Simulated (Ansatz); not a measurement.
## Al on a Ga site in GaN

All numbers are calculated (PBE, no spin polarisation, no spin-orbit coupling; Ansatz, PAW set soft_2, 420 eV, k-mesh 2×2×2 shifted by half a step), not measured.

The relaxed host crystal (Kohn–Sham gap 1.71 eV):

```yaml
crystal:
  lattice:
    - [3.21836, 0.00000, 0.00000]
    - [-1.60918, 2.78718, 0.00000]
    - [0.00000, 0.00000, 5.24311]
  atoms:
    - { symbol: Ga, position: [0.66667, 0.33333, 0.49913] }
    - { symbol: Ga, position: [0.33333, 0.66667, 0.99913] }
    - { symbol: N, position: [0.66667, 0.33333, 0.87587] }
    - { symbol: N, position: [0.33333, 0.66667, 0.37587] }
```

Supercell of 64 atoms, rows of the matrix [[-3,-2,-1],[3,2,-1],[1,-2,1]] times the cell vectors; Al on a Ga site at (0.667, 0.333, 0.499) in fractions of the cell above. Atoms are relaxed at the host's cell.

**Question.** How does the lattice relax around the defect, and where do the electrons go?

**Answer.** Distances from the Al atom (Å), by shell of the perfect crystal:

```csv
shell,perfect crystal,"relaxed, charge 0"
4 N,1.97,1.91
12 Ga,3.22,3.20
1 N,3.27,3.27
```

```
charge  gap of the cell on the mesh (eV)           carriers
     0                              2.75  none in the bands
```

On this mesh the host's own supercell has a gap of 2.72 eV.

Formation energy of the neutral defect: -1.81 eV, taking atoms from and to the elements' standard states (no corrections for gases), so it belongs to those chemical potentials alone.

A negative value doesn't mean that the atoms enter by themselves: with the elements as reservoirs, compounds of them would form first.

Caveats: semilocal functionals make gaps too small, which shifts levels too; small supercell, so energies and levels can be off by tenths of an eV; the atoms kept the symmetry of the start, so a distorted state could lie lower.
